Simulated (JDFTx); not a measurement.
HfN under changes of volume

One of the cells (11.482 Å³/atom); the others are scaled copies at fixed shape and fractional positions:

```xyz
2
Lattice="0.0000 2.2560 2.2560 2.2560 0.0000 2.2560 2.2560 2.2560 0.0000" Properties=species:S:1:pos:R:3 pbc="T T T"
Hf    0.0000    0.0000    0.0000
N     2.2560    2.2560    2.2560
```

| Property | Result |
| --- | --- |
| Program | JDFTx 1.7.0 (patched build) |
| Functional | LDA |
| Potentials or basis | PseudoDojo-SR-LDA-0.4.1-standard with smoothed tails |
| Cutoff | 1143 eV |
| Density cutoff | 9143 eV |
| k mesh | 10 × 10 × 10 |
| Occupations | fermi-dirac, width 0.05 eV |
| Spin | no spin polarisation |

```csv
volume (Å³/atom),energy over the lowest point (meV/atom),pressure (GPa)
10.793,3.49,5.9
11.023,0.00,-0.9
11.252,?,?
11.482,19.56,-12.3
11.712,40.79,-17.2
11.941,68.59,-21.5
12.171,102.28,-25.4
```

**Question.** What does the run at 11.252 Å³/atom give?

**Answer.** Energy over the lowest point 5.67 meV/atom; pressure -6.9 GPa.

Worked out: A Birch-Murnaghan fit of order 3 (a polynomial in V^(-2/3)) to the other rows has its minimum at 10.99 Å³/atom with B0 = V·E''(V) = 311 GPa and B' = 4.3. It gives 5.65 meV/atom at 11.252 Å³/atom, against the run's 5.67, and -dE/dV = -6.9 GPa, against -6.9.

Energies are extrapolated to zero smearing.
